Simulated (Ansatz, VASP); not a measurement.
# TePb in VASP and in Ansatz

INCAR

```
  PREC = Accurate
  ENCUT = 520
  EDIFF = 1E-6
  ISMEAR = 0
  SIGMA = 0.05
  LREAL = False
  LASPH = True
  NELM = 100
  ALGO = Normal
  ISIF = 2
  LWAVE = False
  LCHARG = False
  GGA = PE
  NBANDS = 17
```

Contents of KPOINTS:

```
Automatic mesh
0
Gamma
  8 8 8
```

The input POSCAR:

```
TePb
1.0
    0.0000000000      3.2270000000      3.2270000000
    3.2270000000      0.0000000000      3.2270000000
    3.2270000000      3.2270000000      0.0000000000
Te Pb
1 1
Direct
    0.5000000000      0.5000000000      0.5000000000
    0.0000000000      0.0000000000      0.0000000000
```

Input for Ansatz:

```yaml
crystal:
  lattice:
    - [0.0, 3.227, 3.227]
    - [3.227, 0.0, 3.227]
    - [3.227, 3.227, 0.0]
  atoms:
    - { symbol: Te, position: [0.5, 0.5, 0.5] }
    - { symbol: Pb, position: [0.0, 0.0, 0.0] }
basis:
  ecutwfc: 420
kpoints:
  mp_grid: { grid: [8, 8, 8] }
hamiltonian:
  xc: pbe
scf:
  occupations: { method: gaussian, width: 0.05 }
output:
  forces: true
  stress: true
  eigenvalues: true
```

Alike in both runs: task single point; functional PBE; k mesh 8 × 8 × 8; occupations gaussian, width 0.05 eV; no spin polarisation.

|  | VASP | Ansatz |
| --- | --- | --- |
| version | VASP 6.6.1 | Ansatz 0.2.0 |
| potentials or method | VASP PAW PBE potentials, release 64 (Te, Pb_d) | scalar-relativistic, plane waves, PAW |
| plane-wave cutoff (eV) | 520 | 420 |
| valence electrons in the cell | 20 | 30 |

VASP gave:

- gap on the k mesh at the Fermi level (eV): 0.73
- least direct gap on the mesh (eV): 0.73
- pressure (GPa): 2.3

**Question.** What did Ansatz give for the same quantities?

**Answer.** gap on the k mesh at the Fermi level (eV): 0.72; least direct gap on the mesh (eV): 0.72; pressure (GPa): 2.3.

The two sets of potentials don't hold the same shells in valence.

Caveats: spin-orbit coupling is left out, which as a rule narrows the gap of such compounds by several tenths of an eV. A k mesh can miss the band edges.
